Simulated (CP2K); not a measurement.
## WC (Qusongite) under changes of volume

One of the cells (10.376 Å³/atom); the others are scaled copies at fixed shape and fractional positions:

```
W C
1.0
     2.90650    0.00000    0.00000
    -1.45325    2.51710    0.00000
     0.00000    0.00000    2.83660
W C
1 1
Direct
  0.00000 0.00000 0.00000
  0.66667 0.33333 0.50000
```

| Item | Value |
| --- | --- |
| Program | CP2K 2026.2 |
| Functional | PBEsol |
| Potentials or basis | POTENTIAL_UZH W GTH-PBE-q14, C GTH-PBE-q4; TZVP-MOLOPT-PBE-GTH basis |
| Density cutoff | 6123 eV |
| k mesh | 10 × 10 × 9 |
| Occupations | fermi-dirac, width 0.05 eV |
| Spin | no spin polarisation |

```tsv
volume (Å³/atom)	energy over the lowest point (meV/atom)	pressure (GPa)
9.754	?	?
9.961	11.63	13.6
10.169	0.11	4.3
10.376	0.00	-4.0
10.584	10.13	-11.5
10.791	29.48	-18.2
10.999	57.12	-24.3
```

Task: What does the run at 9.754 Å³/atom give?

Result: Energy over the lowest point 35.83 meV/atom; pressure 23.9 GPa.

Worked out: A Birch-Murnaghan fit of order 3 (a polynomial in V^(-2/3)) to the other rows has its minimum at 10.27 Å³/atom with B0 = V·E''(V) = 412 GPa and B' = 4.3 at fixed shape and positions, which overstates the stiffness. It gives 35.78 meV/atom at 9.754 Å³/atom, against the run's 35.83, and -dE/dV = 23.9 GPa, against 23.9.

Energies are extrapolated to zero smearing.

Caveats: the potentials were made for another functional, which shifts forces and pressure; the basis of atomic orbitals isn't converged, which shifts pressures, moduli and gaps.
